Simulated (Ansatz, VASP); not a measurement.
# Cross-check of C between VASP and Ansatz, part 2 of 2

Aim: how closely do two programs agree when they are given the same cell, functional and k mesh? The cell is a member of a volume series, scaled by 0.985 from a relaxed one, so a pressure remains.

VASP 6.6.1 and Ansatz 0.2.0.

So far. Step 3 (Ansatz: single point, PBEsol, volume scaled by 0.985): The run ends at a pressure of 5.85 GPa. Step 7 (Ansatz: single point, LDA, volume scaled by 1.015): The run ends at a pressure of -8.30 GPa.

## (8) Side by side

What differs besides the data sets and the points named for the pairs above, as far as they apply: the two LDA forms differ slightly; VASP's log shows a relativistic correction to its local exchange, Ansatz's none. Total energies have different zeros and are not compared.

Compared:

```tsv
quantity	Ansatz	VASP	difference
pressure (GPa)	-8.30	-6.77	-1.52
pressure without Ansatz's Pulay correction (GPa)	-9.61	-6.77	-2.84
gap on the k mesh (eV)	4.167	4.160	+0.008
```

A gap on the mesh is an upper bound, since the band edges may lie between its points. Ansatz's pressure holds a Pulay correction of 1.32 GPa; VASP's holds none.

## (9) What the set-up changes

Further runs change the set-up of one program: Ansatz's method, potentials or start, or VASP's data sets, cutoff or form of LDA. The table gives Ansatz less VASP for each quantity, since a change that brings one quantity closer may part another.

```tsv
run	pressure (GPa)	gap on the k mesh (eV)	pressure without Ansatz's Pulay correction (GPa)
as above	-1.5	0.0075	-2.8
cores kept as stored	-0.94	0.0049	-2.3
Ansatz's all-electron LAPW method	-1.4	0.0063	
Ansatz's larger PAW set (cutoff 800 eV)	-1.3	0.0063	-1.5
norm-conserving potentials (cutoff 1116 eV)	0.73	0.046	0.51
```

## (10) Ansatz: single point, PBEsol with D3(BJ), volume scaled by 0.985

A single point gives forces, pressure and levels at one fixed geometry, so differences don't come from the geometry; what else differs is listed under the comparison. The cell compared in this pair holds 10.99 Å³, against 11.22 Å³ for the pair before.

The cell is a member of a volume series, scaled by 0.985 from a relaxed one, so a pressure remains.

input.yaml reads:

```yaml
crystal:
  lattice:
    - [0.0, 1.76446039, 1.76446039]
    - [1.76446039, 0.0, 1.76446039]
    - [1.76446039, 1.76446039, 0.0]
  atoms:
    - { symbol: C, position: [0.0, 0.0, 0.0] }
    - { symbol: C, position: [0.25, 0.25, 0.25] }
hamiltonian:
  xc: pbesol
  pseudopotentials: { kind: paw }
  dispersion: d3bj
kpoints:
  mp_grid: { grid: [10, 10, 10] }
scf:
  occupations: { method: gaussian, width: 0.03 }
  n_extra_bands: 4
output:
  forces: true
  stress: true
  eigenvalues: true
```

Started as:

```console
$ ansatz run input.yaml --threads 2 --pin off --max-ram 4608MiB --backend cpu --events-out ev --progress --plain --runs-dir out
```

Numbers of over 12 decimals in the logs are rounded to 6 here.

What it wrote:

```text
[...]
Crystal: 2 atoms, lattice volume = 10.987 Å³
Basis set: ecut = 420 eV, 181 PW (Γ), exchange–correlation on 36×36×36 points (8 copies of the dense FFT grid, shifted against one another)
Bands: 8, of which v1, the nominal top of the filled ones, is band 4 counted from 1 (3 counted from 0)
Symmetry: 48 space group operations
[...]
k-points: 47 of 1000
[...]
Free energy (F): -493.596618 eV
[...]
Internal energy: -493.596618 eV  (E = F + TS)
E sigma→0 (E₀):  -493.596618 eV
Fermi energy:    15.930900 eV
[...]
--- Stress (GPa, compression-positive) ---
        5.901284       0.000000      -0.000000
       -0.000000       5.901284       0.000000
        0.000000       0.000000       5.901284
  P = ⅓ Tr σ = 5.9013 GPa (59.013 kbar)
--- Band table (eV; the first three rows and the last of 47) ---
[...]
[key lines of the parts left out:]
SCF converged after 6 iterations
```

Elapsed: 0.24 s, on 2 threads of Arm Neoverse V2, shared host; peak memory 0.2 GiB.

The run ends at a pressure of 5.90 GPa.

## (11) VASP: single point, PBEsol with D3(BJ), volume scaled by 0.985

The same cell, functional, mesh and smearing now go to VASP, with its own data sets and cutoff.

The input asks for a relaxation, which ended at its first step since no free force or stress exceeded the threshold; so it serves as a single point.

INCAR reads:

```
SYSTEM = C
PREC = Accurate
ENCUT = 520
EDIFF = 1E-06
NELM = 100
ISMEAR = 0
SIGMA = 0.03
LREAL = .FALSE.
ALGO = Normal
GGA = PS
IVDW = 12
NBANDS = 10
LORBIT = 11
LWAVE = .FALSE.
LCHARG = .FALSE.
KPAR = 4
IBRION = 2
NSW = 30
ISIF = 4
EDIFFG = -0.01
```

POSCAR reads:

```
C
1.0
    0.0000000000      1.7644603938      1.7644603938
    1.7644603938      0.0000000000      1.7644603938
    1.7644603938      1.7644603938      0.0000000000
C
2
Direct
    0.0000000000      0.0000000000      0.0000000000
    0.2500000000      0.2500000000      0.2500000000
```

KPOINTS reads:

```
Automatic mesh
0
Gamma
10 10 10
0 0 0
```

Potentials, in the order of the species: C (PBE family, release 64).

Started as:

```console
$ mpirun -np 4 vasp_std
```

What it wrote:

```text
[banner, memory and clock lines left out]
running    4 mpi-ranks, on    1 nodes
[...]
[... a notice as in an earlier step ...]

 LDA part: xc-table for (Slater+PW92), standard interpolation
 POSCAR, INCAR and KPOINTS ok, starting setup
[...]
entering main loop
       N       E                     dE             d eps       ncg     rms          rms(c)
DAV:   1    -0.139972297308E+00   -0.13997E+00   -0.50026E+03   948   0.795E+02
DAV:   2    -0.196571156057E+02   -0.19517E+02   -0.18951E+02  1266   0.126E+02
DAV:   3    -0.199677675632E+02   -0.31065E+00   -0.31012E+00  1094   0.136E+01
DAV:   4    -0.199683036078E+02   -0.53604E-03   -0.53602E-03  1034   0.689E-01
[...]
DAV:   9    -0.192405279693E+02   -0.15012E-04   -0.15140E-05  1166   0.374E-02    0.211E-02
DAV:  10    -0.192405355309E+02   -0.75616E-05   -0.31792E-06   984   0.173E-02    0.430E-03
DAV:  11    -0.192405353944E+02    0.13646E-06   -0.64045E-08   544   0.246E-03
   1 F= -.19508293E+02 E0= -.19508293E+02  d E =-.195083E+02
[...]
reached required accuracy - stopping structural energy minimisation
```

From OUTCAR (step 11):

```text
 Edisp (eV)   -0.26776

  Total       0.48712     0.48712     0.48712     0.00000     0.00000    -0.00000
  in kB      71.03681    71.03681    71.03681     0.00000     0.00000    -0.00000
  external pressure =       71.04 kB  Pullay stress =        0.00 kB

 POSITION                                       TOTAL-FORCE (eV/Angst)
 -----------------------------------------------------------------------------------
      0.00000      0.00000      0.00000         0.000000      0.000000      0.000000
      0.88223      0.88223      0.88223        -0.000000     -0.000000     -0.000000
 -----------------------------------------------------------------------------------
    total drift:                                0.000000      0.000000      0.000000

  FREE ENERGIE OF THE ION-ELECTRON SYSTEM (eV)
  ---------------------------------------------------
  free  energy   TOTEN  =       -19.5082928611 eV

  energy  without entropy=      -19.5082928611  energy(sigma->0) =      -19.50829286

[... 2 parts as in an earlier step ...]

[... 2 further parts left out ...]
[key lines of the parts left out:]
E-fermi :  10.4680
```

## (12) Side by side

Compared:

```tsv
quantity	Ansatz	VASP	difference
pressure (GPa)	5.90	7.10	-1.20
pressure without Ansatz's Pulay correction (GPa)	4.86	7.10	-2.24
gap on the k mesh (eV)	4.109	4.105	+0.004
```

A gap on the mesh is an upper bound, since the band edges may lie between its points. Ansatz's pressure holds a Pulay correction of 1.04 GPa; VASP's holds none.

## (13) What the set-up changes

Further runs change the set-up of one program: Ansatz's method, potentials or start, or VASP's data sets, cutoff or form of LDA. The table gives Ansatz less VASP for each quantity, since a change that brings one quantity closer may part another.

```tsv
run	pressure (GPa)	gap on the k mesh (eV)	pressure without Ansatz's Pulay correction (GPa)
as above	-1.2	0.0044	-2.2
cores kept as stored	-0.99	0.0044	-2.0
Ansatz's all-electron LAPW method	-1.2	0.0059	
Ansatz's larger PAW set (cutoff 800 eV)	-1.1	0.0056	-1.3
norm-conserving potentials (cutoff 1116 eV)	0.74	0.045	0.53
```

## (14) Outcome

| Property | Result |
| --- | --- |
| difference in pressure (single point, PBEsol, volume scaled by 0.985) | -1.2 GPa |
| difference in pressure (single point, LDA, volume scaled by 1.015) | -1.5 GPa |
| difference in pressure (single point, PBEsol with D3(BJ), volume scaled by 0.985) | -1.2 GPa |

**Reading.** The difference in pressure is -1.5 GPa (single point, LDA, volume scaled by 1.015), beyond the 1 GPa picked in this series as the mark of a large difference. Single point, PBEsol, volume scaled by 0.985, Ansatz's all-electron LAPW method: the difference in gap on the k mesh goes from 0.0038 to 0.0057 eV. Single point, PBEsol, volume scaled by 0.985, Ansatz's larger PAW set (cutoff 800 eV): the difference in gap on the k mesh goes from 0.0038 to 0.0053 eV; the difference in pressure without Ansatz's Pulay correction goes from -2.2 to -1.2 GPa. Single point, PBEsol, volume scaled by 0.985, norm-conserving potentials (cutoff 1116 eV): the difference in pressure goes from -1.2 to 0.73 GPa; the difference in gap on the k mesh goes from 0.0038 to 0.044 eV; the difference in pressure without Ansatz's Pulay correction goes from -2.2 to 0.52 GPa. Single point, LDA, volume scaled by 1.015, cores kept as stored: the difference in pressure goes from -1.5 to -0.94 GPa; the difference in gap on the k mesh goes from 0.0075 to 0.0049 eV. Single point, LDA, volume scaled by 1.015, Ansatz's larger PAW set (cutoff 800 eV): the difference in pressure without Ansatz's Pulay correction goes from -2.8 to -1.5 GPa. 7 further runs of this series are not shown here. Such differences can come from data sets, numerical settings and the points named under the comparisons, not from the functional's error against experiment.

[Lines on the potential files, build, host, timing and source positions are cut from VASP's logs without a mark.]

[Logs are printed without paths, hosts, clocks, repeated set-up lines and the standing remarks that a program may print on its own settings, such as how far it seeks lower states.]

[Hosts, paths, dates, database ids (printed as entryN), source tags and the programs' standing remarks are cut or masked in the printed files.]
